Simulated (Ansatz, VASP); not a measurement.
## C: VASP beside Ansatz

INCAR

```
SYSTEM = C
  PREC = Accurate
  ENCUT = 520
  EDIFF = 1E-7
  ISMEAR = 0
  SIGMA = 0.05
  LREAL = .FALSE.
  LASPH = .TRUE.
  NELM = 80
  ALGO = Normal
  ISIF = 2
  LWAVE = .FALSE.
  LCHARG = .TRUE.
  GGA = PE
  LELF = .TRUE.
  LVHAR = .TRUE.
  NBANDS = 26
```

File KPOINTS:

```
regular mesh
0
G
  6 6 6
  0 0 0
```

Contents of POSCAR:

```
C
1.0
    3.5668000000      0.0000000000      0.0000000000
    0.0000000000     -3.5668000000      0.0000000000
    0.0000000000      0.0000000000     -3.5668000000
C
8
Direct
    0.5000000000      0.0000000000      0.0000000000
    0.0000000000      0.5000000000      0.0000000000
    0.0000000000      0.0000000000      0.5000000000
    0.5000000000      0.5000000000      0.5000000000
    0.7500000000      0.7500000000      0.7500000000
    0.2500000000      0.2500000000      0.7500000000
    0.2500000000      0.7500000000      0.2500000000
    0.7500000000      0.2500000000      0.2500000000
```

Input for Ansatz:

```yaml
crystal:
  lattice:
    - [3.5668, 0.0, 0.0]
    - [0.0, -3.5668, 0.0]
    - [0.0, 0.0, -3.5668]
  atoms:
    - { symbol: C, position: [0.5, 0.0, 0.0] }
    - { symbol: C, position: [0.0, 0.5, 0.0] }
    - { symbol: C, position: [0.0, 0.0, 0.5] }
    - { symbol: C, position: [0.5, 0.5, 0.5] }
    - { symbol: C, position: [0.75, 0.75, 0.75] }
    - { symbol: C, position: [0.25, 0.25, 0.75] }
    - { symbol: C, position: [0.25, 0.75, 0.25] }
    - { symbol: C, position: [0.75, 0.25, 0.25] }
basis:
  ecutwfc: 420
kpoints:
  mp_grid: { grid: [6, 6, 6] }
hamiltonian:
  xc: pbe
scf:
  occupations: { method: gaussian, width: 0.05 }
output:
  forces: true
  stress: true
  eigenvalues: true
  write_density: true
  write_potential: true
  elf: true
  volumetric_format: npy
```

Alike in both runs: task single point; functional PBE; k mesh 6 × 6 × 6; occupations gaussian, width 0.05 eV; no spin polarisation.

```csv
,VASP,Ansatz
version,VASP 6.6.1,Ansatz 0.2.0
potentials or method,"VASP PAW PBE potentials, release 64 (C)","scalar-relativistic, plane waves, PAW"
plane-wave cutoff (eV),520,420
valence electrons in the cell,32,32
```

|  | VASP | Ansatz | Ansatz less VASP |
| --- | --- | --- | --- |
| gap on the k mesh at the Fermi level (eV) | 4.15 | 4.16 | +0.007 |
| least direct gap on the mesh (eV) | 4.76 | 4.77 | +0.008 |
| pressure (GPa) | 2.4 | 1.8 | -0.68 |
